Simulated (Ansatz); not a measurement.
WSe$_{2}$: a prediction, then the measurements

The calculation used Ansatz, DFT PBE, scalar-relativistic, plane waves, PAW.

Plane waves to 420 eV, a k mesh through Γ of 12×12×2 on the computed 6-atom cell and Gaussian smearing (0.02 eV); no spin polarisation.

Relaxed structure, symmetry kept:

```yaml
crystal:
  lattice:
    - [3.32069, 0.00000, 0.00000]
    - [-1.66035, 2.87581, 0.00000]
    - [0.00000, 0.00000, 15.25746]
  atoms:
    - { symbol: W, position: [0.33333, 0.66667, 0.25000] }
    - { symbol: W, position: [0.66667, 0.33333, 0.75000] }
    - { symbol: Se, position: [0.33333, 0.66667, 0.64002] }
    - { symbol: Se, position: [0.66667, 0.33333, 0.14002] }
    - { symbol: Se, position: [0.33333, 0.66667, 0.85998] }
    - { symbol: Se, position: [0.66667, 0.33333, 0.35998] }
```

```
Space group                                                                                                                                 : P6_3/mmc (No. 194)
Volume per atom                                                                                                                             : 24.28 Å³
Formation energy from the elements' standard states (uncorrected)                                                                           : -0.561 eV/atom
Kohn–Sham band gap                                                                                                                          : 1.47 eV, indirect from K to (0.174, 0.174, 0.000)
Löwdin character of the top 1 eV of the valence band                                                                                        : W 5d 65 %, Se 4p 30 %
Löwdin character of the lowest 1 eV of the conduction band                                                                                  : W 5d 65 %, Se 4p 29 %
Electron masses at the edge by Cartesian direction of the standard setting (m_e; degenerate bands sorted by energy; no spin-orbit coupling) : x: 0.66; y: 0.59; z: 0.78
Hole masses at the edge by Cartesian direction of the standard setting (m_e; degenerate bands sorted by energy; no spin-orbit coupling)     : x: 0.44; y: 0.44; z: 5.8
Bader charges (e)                                                                                                                           : W (2 in the cell) 1.09, Se (4 in the cell) -0.55
```

Spin-orbit coupling is left out, which matters for the bands of heavy elements. Each cell of WSe2 holds layers, and where no dispersion correction was added their binding is poorly described.

**What was measured.**

From “Random anion distribution in MSxSe2−x (M = Mo, W) crystals and nanosheets”, 2018, pmc:9078701, for a bulk crystal of WSe2: lattice constant a 3.282 ± 0.001 Å; lattice constant c 12.96 ± 0.01 Å.

“Time-resolved XUV ARPES with tunable 24–33 eV laser pulses at 30 meV resolution”, 2019, pmc:6684652 reports, for a bulk crystal of WSe2: band gap 1.3 eV (indirect).

Against the measured lattice constant a of WSe2, 3.282 Å (quoted in the paper above), the calculated 3.321 Å is off by +1.2 %. Against the measured lattice constant c of WSe2, 12.96 Å (quoted in the paper above), the calculated 15.257 Å is off by +17.7 %. So large a difference can come from the functional (as between layers that it hardly binds), but also from another choice of axes, another phase or a misread value. 3 values of this kind are on record (12.95 to 12.977 Å); this one was drawn at random among those near their median, those with a stated uncertainty first. The calculation is for 0 K without zero-point motion. Measured band gap of WSe2: 1.3 eV (indirect; the paper above). This calculation gives 1.47 eV (+0.17 eV). Kohn–Sham gaps of semilocal functionals fall short of measured ones as a rule; spin-orbit coupling, left out here, would usually lower the calculated gap of a compound with heavy elements.